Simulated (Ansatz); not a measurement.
# Honeycomb AsN bilayer (AB) in a perpendicular field, part 2 of 3

Aim: how the honeycomb AsN bilayer (AB) screens a field along its normal, and what the field does to its bands. A positive field points along +c.

Ansatz 0.2.0; plane-wave DFT, LDA, Ansatz PAW (the session's first sound run).

So far. Step 2 (Relaxing the slab): The lattice constant a goes from 2.980 to 2.912 Å.

## (3) Atoms held, field 0

A sawtooth potential applies the field, turning back in the middle of the vacuum. With the dipole correction the typed value is the field outside the slab. The induced dipole is small, so the SCF threshold is tight.

The cell differs from the one that the last finished run ended in (c 33.880 → 23.084 Å).

input.yaml

```yaml
crystal:
  lattice:
    - [2.9123855612, 0.0, 0.0]
    - [-1.4561927806, 2.5221998816, 0.0]
    - [0.0, 0.0, 23.083711732]
  atoms:
    - { symbol: "N", position: [0.6666666667, 0.3333333333, 0.3898853055] }
    - { symbol: As, position: [0.3333333333, 0.6666666667, 0.4301329073] }
    - { symbol: "N", position: [0.0, 0.0, 0.5695846636] }
    - { symbol: As, position: [0.6666666667, 0.3333333333, 0.6101146945] }
kpoints:
  mp_grid: { grid: [18, 18, 1] }
  band_path:
    path: [[0, 0, 0], [0.5, 0, 0], [0.33333333, 0.33333333, 0], [0, 0, 0]]
    npoints: 16
hamiltonian:
  xc: lda
scf:
  occupations: { method: fermi_dirac, width: 0.05 }
  convergence: { dr2_threshold: 1.0e-10 }
efield:
  axis: 3
  dipole_correction: true
  ramp_position: 0.97
  ramp_width: 0.06
  amplitude: 0
output:
  dos: { projected: true, e_range: [-6, 5] }
  bader: true
  write_potential: true
  write_density: true
  volumetric_format: npy
  elf: true
```

Launch:

```console
$ ansatz run input.yaml --threads 2 --pin off --max-ram 3072MiB --backend cpu --events-out ev --progress --plain --runs-dir out
```

Numbers of over 12 decimals in the logs are rounded to 6 here.

The program printed:

```text
[...]
Crystal: 4 atoms, lattice volume = 169.564 Å³
Basis set: ecut = 420 eV, 3293 PW (Γ)
Bands: 24, of which v1, the nominal top of the filled ones, is band 20 counted from 1 (19 counted from 0)
Symmetry: 6 space group operations
[...]
k-points: 37 of 324 (time reversal used)
[...]
SCF iter   1: F=—  HF=-10292.641363 eV  |F-HF|=—  |Δ(HF+E_count)|=         —  Δρ=7.30e-3  dr2=2.01e-1  ethr=1.77e-3  p=0.025 e·Å  D=2.65e-2 V/Å  ΔV_dip=-0.61 eV  dr2_dipole=4.18e-2  V_vac-E_F(+/−)=5.31/5.92 eV  ⟨swp⟩=8.7  Hψ=4517  notcnv=0
efield: sawtooth ramp at fractional position 0.9700 (set: `efield.ramp_position`, or a place that a band, a saddle search or an elastic batch's reference lends), width 0.0600; the density the first Hamiltonian is built on has a dipole p = 0.025 e·Å; the dipole correction subtracts the counter field D = 2.65e-2 V/Å, which shifts the + side's vacuum level by -0.61 eV against the − side's; the planar-averaged density in the ramp window peaks in size at 2.0e-5 e/Å³
[...]
SCF iter   2: F=—  HF=-10292.671597 eV  |F-HF|=—  |Δ(HF+E_count)|=   3.02e-2  Δρ=1.15e-2  dr2=2.95e0  ethr=5.03e-4  p=0.165 e·Å  D=1.76e-1 V/Å  ΔV_dip=-4.06 eV  dr2_dipole=1.00e0  V_vac-E_F(+/−)=3.58/7.64 eV  ⟨swp⟩=3.2  Hψ=1813  notcnv=0  recentre
[...]
SCF iter  15: F=-10292.562376 eV  HF=-10292.562376 eV  |F-HF|=1.09e-11  |Δ(HF+E_count)|=  1.35e-10  Δρ=2.63e-8  dr2=9.01e-13  ethr=1.00e-12  p=0.134 e·Å  D=1.43e-1 V/Å  ΔV_dip=-3.30 eV  dr2_dipole=1.12e-16  V_vac-E_F(+/−)=4.22/7.52 eV  ⟨swp⟩=3.3  Hψ=2886  notcnv=0
SCF 1 converged in 15 iterations: F = -10292.562376 eV  dr2 = 9.01e-13
[...]
NSCF: frozen V_eff on 49 k-points
efield: sawtooth ramp at fractional position 0.9700 (kept from the solve that this one continues, or follows in the run), width 0.0600; the density the first Hamiltonian is built on has a dipole p = 0.134 e·Å; the dipole correction subtracts the counter field D = 1.43e-1 V/Å, which shifts the + side's vacuum level by -3.30 eV against the − side's; the planar-averaged density in the ramp window peaks in size at 6.7e-7 e/Å³
[...]
SCF converged after 15 iterations
Free energy (F): -10292.562376 eV
[...]
Internal energy: -10292.560082 eV  (E = F + TS)
E sigma→0 (E₀):  -10292.561229 eV
Entropy (-TS):   -0.002294 eV (-0.573 meV/atom)
Fermi energy:    -0.646955 eV
Dipole field:    D = 0.142809 V/Å  (p = 0.133822 e·Å, saw-weighted, corrected)
Work function:   Φ+ = 4.2191 eV   Φ− = 7.5157 eV
Levels:          The Fermi level and band energies are counted from a zero that moves with the ramp; work functions are not
[...]
--- Band table (eV; the first three rows and the last of 37) ---
  k-point 0: bands = [... 16 lower, -3.2028, -2.6272, -2.6272, -1.2147, 0.4539, 2.2764, 3.2684, 4.2104]
  k-point 1: bands = [... 16 lower, -3.1254, -3.0063, -2.7055, -1.1353, 0.7050, 2.5170, 3.3464, 3.9620]
  k-point 2: bands = [... 16 lower, -3.8786, -2.9815, -2.9206, -1.0128, 1.2237, 2.9755, 3.3349, 3.6825]
  k-point 36: bands = [... 16 lower, -4.9436, -3.7740, -3.3630, -2.2855, 0.2381, 1.7183, 2.9996, 4.3706]
--- Bader charges: 4 sites ---
  site symbol  charge [e]  shift [e]
     0      N     -1.1665     0.0115
     1     As      1.1935     0.0115
     2      N     -1.1805     0.0114
     3     As      1.1535     0.0114
  estimated error of the sums over rays = 4.3e-4 e
```

The job ended after 62 s (2 threads of Arm Neoverse N1, shared host; peak memory 0.45 GiB; 2 min of CPU time).

Numbers from this step:

```yaml
dipole_along_the_normal: 0.1338 e·Å
gap_along_the_path: 0.3033 eV
smallest_direct_gap_along_the_path: 1.104 eV
step_between_the_vacuum_levels: -3.297 eV
ionisation_energy_upper_face: 4.418 eV
electron_affinity_upper_face: 4.114 eV
ionisation_energy_lower_face: 7.714 eV
gap_the_smaller_of_path_and_mesh: 0.3033 eV
```

Running mean over a fixed 2.7 Å (it still follows the layers) of the planar mean; the ramp of the sawtooth is left out. Table of electron's electrostatic potential energy less the Fermi level by z:

z (Å), electron's electrostatic potential energy less the Fermi level (eV) and a bar from the least value:
```
      3.5       7.52 ##############################
      4.0       7.52 ##############################
      4.5       7.52 ##############################
      5.0       7.52 ##############################
      5.5       7.51 ##############################
      6.0       7.50 ##############################
      6.5       7.44 ##############################
      7.0       7.09 #############################
      7.5       5.34 #########################
      8.0       1.88 ##################
      8.5      -1.01 ############
      9.0      -3.34 #######
      9.5      -5.14 ####
     10.0      -5.06 ####
     10.5      -2.70 #########
     11.0       0.20 ###############
     11.5       1.19 #################
     12.0       0.12 ###############
     12.5      -2.10 ##########
     13.0      -4.19 #####
     13.5      -6.24 #
     14.0      -6.82 
     14.5      -5.09 ####
     15.0      -1.94 ##########
     15.5       0.36 ###############
     16.0       2.39 ###################
     16.5       3.73 ######################
     17.0       4.10 #######################
     17.5       4.19 #######################
     18.0       4.21 #######################
     18.5       4.22 #######################
     19.0       4.22 #######################
     19.5       4.22 #######################
     20.0       4.22 #######################
```

The density of states has structure finer than the step of the table below, so its rows give means over 0.2 eV, whole bins alone (the curve runs from -6 to 2.08 eV). Peaks (eV: height): -5.23: 3.93, -5.04: 4.62, -3.88: 3.20, -2.36: 4.18, -2.00: 6.41, -1.51: 3.49, -0.24: 5.47.

The density of states by energy, zero at the Fermi level of the run, which the smearing sets inside the gap; means over each step:

energy (eV), density of states (states/eV a cell) and a bar:
```
     -5.8       1.33 ############
     -5.6       1.20 ###########
     -5.4       2.66 ########################
     -5.2       3.00 ###########################
     -5.0       3.39 ##############################
     -4.8       1.90 #################
     -4.6       1.70 ###############
     -4.4       1.71 ###############
     -4.2       1.55 ##############
     -4.0       1.75 ###############
     -3.8       2.51 ######################
     -3.6       1.67 ###############
     -3.4       1.19 ###########
     -3.2       1.16 ##########
     -3.0       2.00 ##################
     -2.8       1.92 #################
     -2.6       1.36 ############
     -2.4       1.70 ###############
     -2.2       2.22 ####################
     -2.0       3.14 ############################
     -1.8       0.00 
     -1.6       0.57 #####
     -1.4       1.63 ##############
     -1.2       0.96 ########
     -1.0       0.85 #######
     -0.8       0.84 #######
     -0.6       0.99 #########
     -0.4       1.92 #################
     -0.2       2.21 ####################
      0.0       0.01 
      0.2       0.58 #####
      0.4       0.65 ######
      0.6       0.69 ######
      0.8       0.82 #######
      1.0       1.84 ################
      1.2       1.10 ##########
      1.4       0.90 ########
      1.6       0.79 #######
      1.8       1.40 ############
```

Projected DOS per atom over height of the atomic layer and energy from the Fermi level. Layers: N As N As from below.

Values in states/eV, 22 rows by 4 columns, each cell a mean:
```
0.30 0.31 0.26 0.44
0.03 0.03 0.30 0.44
0.01 0.01 0.54 0.62
0.02 0.01 0.45 0.48
0.01 0.01 0.29 0.30
0.01 0.00 0.10 0.10
1.43 0.57 0.11 0.06
0.55 0.35 0.02 0.02
0.43 0.40 0.01 0.01
0.54 0.73 0.01 0.02
0.01 0.02 0.04 0.02
0.42 0.08 1.58 0.78
0.30 0.07 0.62 0.45
0.53 0.16 0.53 0.65
0.63 0.26 0.15 0.23
0.92 0.46 0.27 0.06
1.03 0.56 0.30 0.08
0.63 0.42 0.45 0.14
0.48 0.35 0.69 0.27
0.97 0.82 0.86 0.42
0.32 0.27 1.04 0.55
0.15 0.14 0.63 0.39
```
Columns: height of the atomic layer (Å) from 9 to 14.1 (not evenly spaced); rows upwards: energy from the Fermi level (eV) from -5.96 to 2.05.

Electronic bands along the path, in eV, zero at the Fermi level of the run, which the smearing sets inside the gap:

```
  point  band 17  band 18  band 19  band 20  band 21  band 22  band 23  band 24
      Γ    -2.56    -1.98    -1.98    -0.57     1.10     2.92     3.92     4.86
halfway    -4.54    -3.09    -2.00    -0.25     1.40     2.91     3.77     5.46
      M    -4.03    -3.94    -3.17    -1.59     0.10     1.68     3.91     5.41
halfway    -4.88    -3.37    -3.02    -1.48     0.92     2.53     4.20     4.99
      K    -4.30    -3.13    -2.72    -1.64     0.89     2.37     3.65     5.02
halfway    -5.09    -4.21    -1.94    -0.24     2.14     3.66     4.09     4.37
      Γ    -2.56    -1.98    -1.98    -0.57     1.10     2.92     3.92     4.86
```

Electrostatic potential energy in the ca plane at fractional y = 0.333, with atoms of N and As within 0.2 Å of it. With pseudopotentials it is smooth inside the atoms' cores, unlike the true potential.

Ten even steps from '0' (-22 eV) to '9' (6 eV), each cell a mean:
```
99999999999999999998424567899998620114789999
99999999999999999995000578899987406952789999
99999999999999999993000578899987419972689999
99999999999999999996001578899987505742789999
99999999999999999998644557899998631125789999
99999999999999999999864225789998765567889999
99999999999999999999863114789998666677889999
99999999999999999999864235789998764457889999
```
Columns run along c (16.0 Å, from fractional 0.06 to 0.76 of the cell; values clipped at the 3rd and 97th percentile), rows up along a (2.9 Å). Atoms in or near the plane, at fractional coordinates: N at (0.39, 0.67), As at (0.61, 0.67).

ELF in the ca plane at fractional y = 0.333, with atoms of N and As within 0.2 Å of it. It is the smooth field of the valence electrons, not physical close to the nuclei.

Values, 5 rows by 16 columns, each cell a mean:
```
0.00 0.00 0.00 0.00 0.00 0.07 0.57 0.78 0.55 0.23 0.04 0.25 0.43 0.74 0.68 0.10
0.00 0.00 0.00 0.00 0.00 0.14 0.76 0.55 0.51 0.07 0.01 0.16 0.28 0.68 0.86 0.21
0.00 0.00 0.00 0.00 0.00 0.07 0.57 0.78 0.55 0.23 0.04 0.25 0.43 0.74 0.68 0.11
0.00 0.00 0.00 0.00 0.00 0.01 0.08 0.31 0.47 0.63 0.11 0.55 0.47 0.35 0.15 0.02
0.00 0.00 0.00 0.00 0.00 0.01 0.08 0.31 0.47 0.63 0.11 0.55 0.47 0.35 0.15 0.02
```
Columns run along c (16.0 Å, from fractional 0.06 to 0.76 of the cell), rows up along a (2.9 Å). Atoms in or near the plane, at fractional coordinates: N at (0.39, 0.67), As at (0.61, 0.67).

Valence density in the ca plane at fractional y = 0.333, with atoms of N and As within 0.2 Å of it. It is the smooth field of the valence electrons, not physical close to the nuclei.

Ten steps, logarithmic in the rise over the least value, from '0' (0 e/Å³) to '9' (26 e/Å³), each cell a mean:
```
00000000000000000001333211000001124432100000
00000000000000000013554210000000147863100000
00000000000000000013555310000000148984100000
00000000000000000013454210000000137863100000
00000000000000000001233211000001123431100000
00000000000000000000112221100001222111000000
00000000000000000000012222100001222110000000
00000000000000000000122221100001222211000000
```
Columns run along c (16.0 Å, from fractional 0.06 to 0.76 of the cell), rows up along a (2.9 Å). Atoms in or near the plane, at fractional coordinates: N at (0.39, 0.67), As at (0.61, 0.67).

The gap is 0.30 eV, with the valence edge 4.42 eV and the conduction edge 4.11 eV under the upper vacuum level.

## (4) Atoms held, field 0.03 V/Å

input.yaml, as its differences from that of step 3:

```diff
@@ -25,6 +25,4 @@
   ramp_width: 0.06
-  amplitude: 0
+  amplitude: 0.03
 output:
-  dos: { projected: true, e_range: [-6, 5] }
-  bader: true
   write_potential: true
@@ -32,2 +30 @@
   volumetric_format: npy
-  elf: true
```

The program printed:

```text
[...]
Crystal: 4 atoms, lattice volume = 169.564 Å³
Basis set: ecut = 420 eV, 3293 PW (Γ)
Bands: 24, of which v1, the nominal top of the filled ones, is band 20 counted from 1 (19 counted from 0)
Symmetry: 6 space group operations
[...]
k-points: 37 of 324 (time reversal used)
[...]
--- Band table (eV; the first three rows and the last of 37) ---
  k-point 0: bands = [... 16 lower, -3.1902, -2.6273, -2.6273, -1.2149, 0.4720, 2.2774, 3.3519, 4.2234]
  k-point 1: bands = [... 16 lower, -3.1129, -3.0062, -2.7055, -1.1353, 0.7235, 2.5181, 3.4292, 3.9756]
  k-point 2: bands = [... 16 lower, -3.8787, -2.9686, -2.9207, -1.0126, 1.2429, 2.9786, 3.3615, 3.7508]
  k-point 36: bands = [... 16 lower, -4.9312, -3.7599, -3.3639, -2.2843, 0.2524, 1.7199, 3.0146, 4.3723]
[key lines of the parts left out:]
SCF converged after 17 iterations
Free energy (F): -10292.566517 eV
Fermi energy:    -0.640577 eV
Dipole field:    D = 0.151793 V/Å  (p = 0.142241 e·Å, saw-weighted, corrected)
```

Elapsed: 40 s, on 2 threads; peak memory 0.42 GiB; 78 s of CPU time.

The dipole is 0.142 e·Å, 0.00842 e·Å from its value without field, and the gap 0.316 eV.

## (5) Single point, field -0.03 V/Å

input.yaml, as its differences from that of step 4:

```diff
@@ -25,3 +25,3 @@
   ramp_width: 0.06
-  amplitude: 0.03
+  amplitude: -0.03
 output:
```

The program printed:

```text
[...]
Crystal: 4 atoms, lattice volume = 169.564 Å³
Basis set: ecut = 420 eV, 3293 PW (Γ)
Bands: 24, of which v1, the nominal top of the filled ones, is band 20 counted from 1 (19 counted from 0)
Symmetry: 6 space group operations
[...]
k-points: 37 of 324 (time reversal used)
[...]
--- Band table (eV; the first three rows and the last of 37) ---
  k-point 0: bands = [... 16 lower, -3.2153, -2.6277, -2.6277, -1.2149, 0.4360, 2.2749, 3.1827, 4.1978]
  k-point 1: bands = [... 16 lower, -3.1378, -3.0069, -2.7059, -1.1356, 0.6868, 2.5156, 3.2613, 3.9485]
  k-point 2: bands = [... 16 lower, -3.8789, -2.9943, -2.9211, -1.0133, 1.2046, 2.9717, 3.3032, 3.6173]
  k-point 36: bands = [... 16 lower, -4.9558, -3.7879, -3.3624, -2.2870, 0.2241, 1.7164, 2.9848, 4.3685]
[key lines of the parts left out:]
SCF converged after 17 iterations
Free energy (F): -10292.558488 eV
Fermi energy:    -0.653359 eV
Dipole field:    D = 0.133789 V/Å  (p = 0.125370 e·Å, saw-weighted, corrected)
```

The job ended after 39 s (2 threads; peak memory 0.43 GiB; 76 s of CPU time).

The dipole is 0.125 e·Å, -0.00845 e·Å from its value without field, and the gap 0.291 eV.

## (6) Single point, field 0.15 V/Å

input.yaml, as its differences from that of step 5:

```diff
@@ -25,3 +25,3 @@
   ramp_width: 0.06
-  amplitude: -0.03
+  amplitude: 0.15
 output:
```

The program printed:

```text
[...]
Crystal: 4 atoms, lattice volume = 169.564 Å³
Basis set: ecut = 420 eV, 3293 PW (Γ)
Bands: 24, of which v1, the nominal top of the filled ones, is band 20 counted from 1 (19 counted from 0)
Symmetry: 6 space group operations
[...]
k-points: 37 of 324 (time reversal used)
[...]
--- Band table (eV; the first three rows and the last of 37) ---
  k-point 0: bands = [... 16 lower, -3.1382, -2.6320, -2.6320, -1.2190, 0.5469, 2.2776, 3.6679, 4.2787]
  k-point 1: bands = [... 16 lower, -3.0632, -3.0080, -2.7102, -1.1387, 0.7994, 2.5183, 3.7404, 4.0350]
  k-point 2: bands = [... 16 lower, -3.8838, -2.9254, -2.9149, -1.0153, 1.3215, 2.9855, 3.4444, 4.0322]
  k-point 36: bands = [... 16 lower, -4.8786, -3.7011, -3.3712, -2.2838, 0.3128, 1.7221, 3.0782, 4.3755]
[key lines of the parts left out:]
SCF converged after 15 iterations
Free energy (F): -10292.585588 eV
Fermi energy:    -0.615208 eV
Dipole field:    D = 0.187304 V/Å  (p = 0.175517 e·Å, saw-weighted, corrected)
```

It took 46 s on 2 threads; peak memory 0.42 GiB; 74 s of CPU time.

The dipole is 0.176 e·Å, 0.0417 e·Å from its value without field, and the gap 0.374 eV.

## (7) Single point, field 0.25 V/Å

input.yaml, as its differences from that of step 6:

```diff
@@ -25,3 +25,3 @@
   ramp_width: 0.06
-  amplitude: 0.15
+  amplitude: 0.25
 output:
```

The program printed:

```text
[...]
Crystal: 4 atoms, lattice volume = 169.564 Å³
Basis set: ecut = 420 eV, 3293 PW (Γ)
Bands: 24, of which v1, the nominal top of the filled ones, is band 20 counted from 1 (19 counted from 0)
Symmetry: 6 space group operations
[...]
k-points: 37 of 324 (time reversal used)
[...]
--- Band table (eV; the first three rows and the last of 37) ---
  k-point 0: bands = [... 16 lower, -3.0927, -2.6419, -2.6419, -1.2269, 0.6127, 2.2726, 3.9151, 4.3295]
  k-point 1: bands = [... 16 lower, -3.0370, -2.9981, -2.7202, -1.1459, 0.8660, 2.5133, 3.9739, 4.0985]
  k-point 2: bands = [... 16 lower, -3.8940, -2.9353, -2.8678, -1.0218, 1.3897, 2.9850, 3.5044, 4.2635]
  k-point 36: bands = [... 16 lower, -4.8311, -3.6499, -3.3811, -2.2885, 0.3675, 1.7188, 3.1354, 4.3732]
[key lines of the parts left out:]
SCF converged after 16 iterations
Free energy (F): -10292.604506 eV
Fermi energy:    -0.594167 eV
Dipole field:    D = 0.216367 V/Å  (p = 0.202751 e·Å, saw-weighted, corrected)
```

It took 54 s on 2 threads; peak memory 0.42 GiB.

The dipole is 0.203 e·Å, 0.0689 e·Å from its value without field, and the gap 0.431 eV.

## (8) Atoms held, field -0.25 V/Å

input.yaml, as its differences from that of step 7:

```diff
@@ -25,4 +25,6 @@
   ramp_width: 0.06
-  amplitude: 0.25
+  amplitude: -0.25
 output:
+  dos: { projected: true, e_range: [-6, 5] }
+  bader: true
   write_potential: true
@@ -30 +32,2 @@
   volumetric_format: npy
+  elf: true
```

The program printed:

```text
[...]
Crystal: 4 atoms, lattice volume = 169.564 Å³
Basis set: ecut = 420 eV, 3293 PW (Γ)
Bands: 24, of which v1, the nominal top of the filled ones, is band 20 counted from 1 (19 counted from 0)
Symmetry: 6 space group operations
[...]
k-points: 37 of 324 (time reversal used)
[...]
k-point 2: bands = [... 16 lower, -3.8925, -3.0847, -2.9356, -1.0262, 1.0642, 2.7463, 2.9629, 3.3339]
  k-point 36: bands = [... 16 lower, -5.0394, -3.8842, -3.3686, -2.3082, 0.1284, 1.6928, 2.8829, 4.3438]
--- Bader charges: 4 sites ---
  site symbol  charge [e]  shift [e]
     0      N     -1.1565     0.0115
     1     As      1.1919     0.0115
     2      N     -1.1777     0.0114
     3     As      1.1423     0.0114
  estimated error of the sums over rays = 4.2e-4 e
[key lines of the parts left out:]
SCF converged after 17 iterations
Free energy (F): -10292.537801 eV
Fermi energy:    -0.701452 eV
Dipole field:    D = 0.066619 V/Å  (p = 0.062427 e·Å, saw-weighted, corrected)
```

The job ended after 84 s (2 threads; peak memory 0.43 GiB; 2.3 min of CPU time).

The dipole is 0.0624 e·Å, -0.0714 e·Å from its value without field, and the gap 0.218 eV.

[end of part 2 of 3]

[Logs are printed without paths, hosts, clocks, repeated set-up lines and the standing remarks that a program may print on its own settings, such as how far it seeks lower states.]

[Hosts, paths, dates, database ids (printed as entryN), source tags and the programs' standing remarks are cut or masked in the printed files.]

[Maps of the electrostatic potential energy from Ansatz leave out the sawtooth potential of an applied field or a dipole correction, so their vacuum need not be flat; planar profiles and work functions include it.]

[The density of states shown here was stored with 400 of the rows of the run's finer table, so its peaks can read low, often by over a quarter, or be missed, and its means over a window can be off by a tenth or more.]
